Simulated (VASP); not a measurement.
# TePt (spin) (R-3m) in VASP: a series of runs, part 2 of 2

VASP 6.6.1. The steps go on from the part before.

## 3. Single point, PBEsol+D3(BJ), collinear spin, typed start

This run uses another cell than the first one, of 22.65 Å³/atom, 1.064 times its volume.

File INCAR:

```
SYSTEM = TePt
PREC     = Accurate       ! precision mode
ENCUT    = 520            ! plane-wave cutoff, eV
EDIFF    = 1E-6           ! SCF threshold, eV
ISMEAR   = 0              ! smearing method
SIGMA    = 0.1            ! smearing width, eV
LREAL    = .FALSE.        ! projectors in reciprocal space
LASPH    = .TRUE.         ! aspherical terms in the spheres
NELM     = 150            ! most SCF steps
ALGO     = Normal         ! electronic algorithm
ISIF     = 2              ! what is computed and relaxed
LWAVE    = .FALSE.        ! write WAVECAR
LCHARG   = .TRUE.         ! write CHGCAR
ISPIN    = 2              ! spin polarisation
MAGMOM   = 0 0 1 1        ! initial moments
LORBIT   = 11             ! projections on sites
LMAXMIX  = 4              ! l up to which the mixer works
GGA      = PS             ! functional
IVDW     = 12             ! dispersion correction
LELF     = .TRUE.         ! ELF
LVHAR    = .TRUE.       
NBANDS   = 28             ! bands
```

File KPOINTS:

```
Automatic mesh
0
G
  6 6 6
  0 0 0
```

File POSCAR:

```
TePt
1.0
    1.9815661262      1.1440577364      6.6610334788
   -1.9815661262      1.1440577364      6.6610334788
    0.0000000000     -2.2881154728      6.6610334788
Te Pt
2 2
Direct
    0.5980000000      0.5980000000      0.5980000000
    0.4020000000      0.4020000000      0.4020000000
    0.8703333333      0.8703333333      0.8703333333
    0.1296666667      0.1296666667      0.1296666667
```

Potentials or basis: VASP PAW PBE potentials, release 64 (Te, Pt).

On the command line:

```
$ cat potpaw_PBE.64/Te/POTCAR potpaw_PBE.64/Pt/POTCAR > POTCAR
$ mpirun -np 1 vasp_std > vasp.out
```

OUTCAR:

```text
SYSTEM = TePt
   PREC = Accurate
   ENCUT = 520
   EDIFF = 1E-6
   ISMEAR = 0
   LREAL = .FALSE.
   LASPH = .TRUE.
   NELM = 150
   ISIF = 2
   ISPIN = 2
   LORBIT = 11
   GGA = PS
   IVDW = 12
 IVDW          = 12

 ion  position               nearest neighbor table
   1  0.598  0.598  0.598-   3 2.59   3 2.59   3 2.59   4 3.54   4 3.54   4 3.54   2 3.57   2 3.57
                             2 3.57
   2  0.402  0.402  0.402-   4 2.59   4 2.59   4 2.59   3 3.54   3 3.54   3 3.54   1 3.57   1 3.57
                             1 3.57
   3  0.870  0.870  0.870-   1 2.59   1 2.59   1 2.59   4 2.72   4 2.72   4 2.72   2 3.54   2 3.54
                             2 3.54
   4  0.130  0.130  0.130-   2 2.59   2 2.59   2 2.59   3 2.72   3 2.72   3 2.72   1 3.54   1 3.54
                             1 3.54

  LATTYP: Found a trigonal (rhomboedric) cell.
 ALAT       =     7.0430703122
 COS(alpha) =     0.8416846276

  Lattice vectors:

 A1 = (   1.9815661262,   1.1440577364,   6.6610334788)
 A2 = (  -1.9815661262,   1.1440577364,   6.6610334788)
 A3 = (   0.0000000000,  -2.2881154728,   6.6610334788)

Analysis of symmetry for initial positions (statically):
[... 1706 lines left out ...]
  --------------------------------------------------------------------------------------
  -------------------------------------------------------------------------------------
  Total      -2.38806    -2.38806    -2.59712     0.00000     0.00000     0.00000
  in kB     -42.22850   -42.22850   -45.92550     0.00000     0.00000     0.00000
  external pressure =      -43.46 kB  Pullay stress =        0.00 kB

 VOLUME and BASIS-vectors are now :
 -----------------------------------------------------------------------------
  energy-cutoff  :      520.00
  volume of cell :       90.60
      direct lattice vectors                 reciprocal lattice vectors
     1.981566126  1.144057736  6.661033479     0.252325670  0.145680293  0.050042285
    -1.981566126  1.144057736  6.661033479    -0.252325670  0.145680293  0.050042285
     0.000000000 -2.288115473  6.661033479     0.000000000 -0.291360587  0.050042285

 POSITION                                       TOTAL-FORCE (eV/Angst)
 -----------------------------------------------------------------------------------
      0.00000      0.00000     11.94989         0.000000      0.000000      0.027739
      0.00000      0.00000      8.03321         0.000000     -0.000000     -0.027739
      0.00000      0.00000     17.39196         0.000000     -0.000000     -0.222265
      0.00000      0.00000      2.59114         0.000000     -0.000000      0.222265
 -----------------------------------------------------------------------------------
    total drift:                                0.000000     -0.000000      0.000000

  FREE ENERGIE OF THE ION-ELECTRON SYSTEM (eV)
  ---------------------------------------------------
  free  energy   TOTEN  =       -24.5523143811 eV

  energy  without entropy=      -24.5368436046  energy(sigma->0) =      -24.54457899

 total charge

# of ion       s       p       d       tot
------------------------------------------
    1        1.393   1.844   0.090   3.327
    2        1.393   1.844   0.090   3.327
    3        0.683   0.591   8.135   9.409
    4        0.683   0.591   8.135   9.409
--------------------------------------------------
tot          4.152   4.871  16.451  25.473

 magnetization (x)

# of ion       s       p       d       tot
------------------------------------------
    1        0.000   0.000   0.000   0.000
    2        0.000   0.000   0.000   0.000
    3        0.000   0.000   0.000   0.000
    4        0.000   0.000   0.000   0.000
--------------------------------------------------
tot          0.000   0.000   0.000   0.000
```

OSZICAR:

```text
N       E                     dE             d eps       ncg     rms          rms(c)
DAV:   1     0.158884476707E+03    0.15888E+03   -0.13960E+04  3584   0.101E+03
DAV:   2    -0.156155633544E+02   -0.17450E+03   -0.16196E+03  4108   0.205E+02
DAV:   3    -0.228210326726E+02   -0.72055E+01   -0.70878E+01  4360   0.401E+01
DAV:   4    -0.229083996502E+02   -0.87367E-01   -0.87317E-01  4096   0.479E+00
DAV:   5    -0.229103828467E+02   -0.19832E-02   -0.19832E-02  4152   0.717E-01    0.172E+01
DAV:   6    -0.224751527853E+02    0.43523E+00   -0.16554E+00  3984   0.922E+00    0.946E+00
DAV:   7    -0.224042316029E+02    0.70921E-01   -0.25063E-01  3800   0.443E+00    0.364E+00
DAV:   8    -0.223548191515E+02    0.49412E-01   -0.12152E-01  3984   0.253E+00    0.114E+00
DAV:   9    -0.223541977955E+02    0.62136E-03   -0.87669E-03  4104   0.477E-01    0.393E-01
DAV:  10    -0.223541855200E+02    0.12276E-04   -0.15553E-03  4008   0.253E-01    0.179E-01
DAV:  11    -0.223538326618E+02    0.35286E-03   -0.19044E-04  4092   0.772E-02    0.812E-02
DAV:  12    -0.223538040918E+02    0.28570E-04   -0.29190E-05  4112   0.243E-02    0.395E-02
DAV:  13    -0.223538034558E+02    0.63599E-06   -0.40167E-06  4008   0.101E-02
   1 F= -.24552314E+02 E0= -.24544579E+02  d E =-.154708E-01  mag=     0.0005
```

stdout:

```text
POSCAR found type information on POSCAR TePt
 POSCAR found :  2 types and       4 ions
 scaLAPACK will be used
 -----------------------------------------------------------------------------
|                                                                             |
|                                                                             |
|     You enforced a specific xc type in the INCAR file but a different       |
|     I HOPE YOU KNOW WHAT YOU ARE DOING!                                     |
|                                                                             |
 -----------------------------------------------------------------------------

 LDA part: xc-table for (Slater+PW92), standard interpolation
 POSCAR, INCAR and KPOINTS ok, starting setup
 FFT: planning ... GRIDC
 FFT: planning ... GRID_SOFT
 FFT: planning ... GRID
 WAVECAR not read
 entering main loop
```

Wall time 12 min (1 thread of Intel Xeon Platinum 8175M at 2.50GHz (Skylake/Cascade Lake), shared host); peak memory 0.54 GiB.

Results:

```
Free energy                                           : -24.5523 eV
Pressure                                              : -4.3 GPa
Largest force                                         : 0.222 eV/Å
Band gap on the k mesh                                : none (metal or under the smearing width)
Net moment                                            : 0.00 μB per cell
Valence electrons inside the program's atomic spheres : Te 3.33; Pt 9.41
Dispersion energy per atom                            : -0.550 eV
```

Forces on the atoms (eV/Å):
```
Te   0.000  0.000  0.028
Te   0.000  0.000 -0.028
Pt   0.000  0.000 -0.222
Pt   0.000  0.000  0.222
```

Stress tensor (GPa, compression positive):
```
-4.22  0.00  0.00
 0.00 -4.22  0.00
 0.00  0.00 -4.59
```

Levels at points of the mesh, in eV from the Fermi level:
Spin up:
| k point | band 13 | band 14 | band 15 | band 16 | band 17 | band 18 | band 19 | band 20 |
| --- | --- | --- | --- | --- | --- | --- | --- | --- |
| (0.00, 0.00, 0.00) | -1.74 | 0.69 | 0.69 | 0.87 | 1.25 | 2.87 | 2.87 | 4.55 |
| (0.50, 0.00, 0.00) | -2.52 | -1.98 | -1.87 | -1.06 | 0.31 | 1.35 | 1.96 | 3.76 |
| (0.50, 0.50, 0.00) | -2.50 | -1.83 | -1.74 | -1.33 | -1.16 | 2.54 | 3.81 | 4.74 |
| (0.50, 0.50, 0.50) | -1.70 | -1.62 | 1.25 | 1.25 | 1.96 | 1.96 | 3.51 | 4.51 |
Spin down:
```tsv
k point	band 12	band 13	band 14	band 15	band 16	band 17	band 18	band 19	band 20	band 21
(0.00, 0.00, 0.00)	-1.98	-1.74	0.69	0.69	0.87	1.25	2.87	2.87	4.55	6.01
(0.50, 0.00, 0.00)	-2.55	-2.52	-1.98	-1.87	-1.06	0.31	1.35	1.96	3.76	4.79
(0.50, 0.50, 0.00)	-2.51	-2.50	-1.83	-1.74	-1.33	-1.16	2.54	3.81	4.74	5.47
(0.50, 0.50, 0.50)	-1.96	-1.70	-1.62	1.25	1.25	1.96	1.96	3.51	4.51	4.73
```

Caveat: the PAW data sets were made with another functional, which shifts forces and pressure a little; pairwise dispersion overbinds metals, which lowers pressure and volume. The run has no spin-orbit coupling, so splittings on Pt, Te are missing.
